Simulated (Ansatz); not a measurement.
# Ti2O: convergence and cost

Aim, for Ti2O: see how the plane-wave cutoff moves the results.

Program: Ansatz 0.2.0. Level of theory: DFT r2SCAN, scalar-relativistic, plane waves, PAW. These are calculated values, not measurements.

1 further run of the same task is left out (set aside as unsound or not needed). Runs told in other sessions of the task aren't counted.

### 1 The system as given

The structure is trigonal, space group P-3m1 (No. 164). Conventional cell: a = 2.919 Å, b = 2.919 Å, c = 4.713 Å, α = 90.00°, β = 90.00°, γ = 120.00°. Ti (site symmetry 3m) is surrounded by 3 O at 2.14 Å. Around O (site symmetry -3m) lie 6 Ti at 2.14 Å.

Structure file:

```
CELL_PARAMETERS angstrom
2.91940 0.00000 0.00000
-1.45970 2.52827 0.00000
0.00000 0.00000 4.71300
ATOMIC_POSITIONS crystal
Ti 0.66667 0.33333 0.27874
Ti 0.33333 0.66667 0.72126
O 0.00000 0.00000 0.00000
```

The structure comes from the Crystallography Open Database; it is used as listed.

### 2 The base run, which the others are set against

Contents of input.yaml:

```yaml
crystal:
  lattice:
    - [2.9193980238, 0.0, 0.0]
    - [-1.4596990119, 2.5282728524, 0.0]
    - [0.0, 0.0, 4.713]
  atoms:
    - { symbol: Ti, position: [0.6666666667, 0.3333333333, 0.27874] }
    - { symbol: Ti, position: [0.3333333333, 0.6666666667, 0.72126] }
    - { symbol: O, position: [0.0, 0.0, 0.0] }
basis:
  ecutwfc: 500
kpoints:
  mp_grid: { grid: [18, 18, 10] }
hamiltonian:
  xc: r2scan
scf:
  occupations: { method: gaussian, width: 0.1 }
output:
  forces: true
  stress: true
  eigenvalues: true
  populations: true
```

Its results, from an earlier run: -1860.2015 eV/atom at zero smearing, pressure 9.02 GPa, largest force 1.049 eV/Å, no gap on the mesh, in 8 SCF cycles and 65 s.

### 3 Plane-wave cutoff set to 150 eV

Contents of input.yaml:

```yaml
crystal:
  lattice:
    - [2.9193980238, 0.0, 0.0]
    - [-1.4596990119, 2.5282728524, 0.0]
    - [0.0, 0.0, 4.713]
  atoms:
    - { symbol: Ti, position: [0.6666666667, 0.3333333333, 0.27874] }
    - { symbol: Ti, position: [0.3333333333, 0.6666666667, 0.72126] }
    - { symbol: O, position: [0.0, 0.0, 0.0] }
basis:
  ecutwfc: 150
kpoints:
  mp_grid: { grid: [18, 18, 10] }
hamiltonian:
  xc: r2scan
scf:
  occupations: { method: gaussian, width: 0.1 }
output:
  forces: true
  stress: true
  eigenvalues: true
```

Command:

```console
ansatz run input.yaml --threads 1 --pin off --max-ram 2560MiB --backend cpu --events-out ev --progress --plain --runs-dir out
```

### 4 Plane-wave cutoff: 200 eV

input.yaml, as its differences from that of step 3:

```diff
@@ -10,3 +10,3 @@
 basis:
-  ecutwfc: 150
+  ecutwfc: 200
 kpoints:
```

### 5 Plane-wave cutoff set to 250 eV

input.yaml, as its differences from that of step 4:

```diff
@@ -10,3 +10,3 @@
 basis:
-  ecutwfc: 200
+  ecutwfc: 250
 kpoints:
```

### 6 Plane-wave cutoff: 300 eV

input.yaml, as its differences from that of step 5:

```diff
@@ -10,3 +10,3 @@
 basis:
-  ecutwfc: 250
+  ecutwfc: 300
 kpoints:
```

### 7 Plane-wave cutoff: 350 eV

input.yaml, as its differences from that of step 6:

```diff
@@ -10,3 +10,3 @@
 basis:
-  ecutwfc: 300
+  ecutwfc: 350
 kpoints:
```

### 8 Plane-wave cutoff set to 380 eV

input.yaml, as its differences from that of step 7:

```diff
@@ -10,3 +10,3 @@
 basis:
-  ecutwfc: 350
+  ecutwfc: 380
 kpoints:
```

### 9 Plane-wave cutoff: 460 eV

input.yaml, as its differences from that of step 8:

```diff
@@ -10,3 +10,3 @@
 basis:
-  ecutwfc: 380
+  ecutwfc: 460
 kpoints:
```

### 10 Plane-wave cutoff: 520 eV

input.yaml, as its differences from that of step 9:

```diff
@@ -10,3 +10,3 @@
 basis:
-  ecutwfc: 460
+  ecutwfc: 520
 kpoints:
```

### 11 Plane-wave cutoff set to 600 eV

input.yaml, as its differences from that of step 10:

```diff
@@ -10,3 +10,3 @@
 basis:
-  ecutwfc: 520
+  ecutwfc: 600
 kpoints:
@@ -21 +21,5 @@
   eigenvalues: true
+  write_density: true
+  write_potential: true
+  elf: true
+  volumetric_format: npy
```

### 12 Plane-wave cutoff: 700 eV

input.yaml, as its differences from that of step 11:

```diff
@@ -10,3 +10,3 @@
 basis:
-  ecutwfc: 600
+  ecutwfc: 700
 kpoints:
@@ -21,5 +21 @@
   eigenvalues: true
-  write_density: true
-  write_potential: true
-  elf: true
-  volumetric_format: npy
```

### 13 Plane-wave cutoff set to 850 eV

input.yaml, as its differences from that of step 12:

```diff
@@ -10,3 +10,3 @@
 basis:
-  ecutwfc: 700
+  ecutwfc: 850
 kpoints:
```

(Steps that only read results are left out.)

What results come out of these runs, taken together?

The runs gave:

| quantity | value |
| --- | --- |
| plane-wave cutoff: within 10 and 1 meV/atom of 850 eV from | 460 eV for 10; 700 eV for 1 |

In words: For the plane-wave cutoff, the energy stays within 1 meV/atom of the reference from 700 eV on. The reference is only the best run made, not a proven limit. Much of this error cancels in differences between similar cells. The pressure is off by up to 10.9 GPa. Forces stay within 0.01 eV/Å of the reference from 380 eV on. The listed cell is far from this method's equilibrium (9.0 GPa, forces up to 1.05 eV/Å), so its values are not those of the relaxed crystal. The settings are coarse, so take the values as rough. Spin polarisation is off in the runs that give these values; a magnetic solution could lie lower.
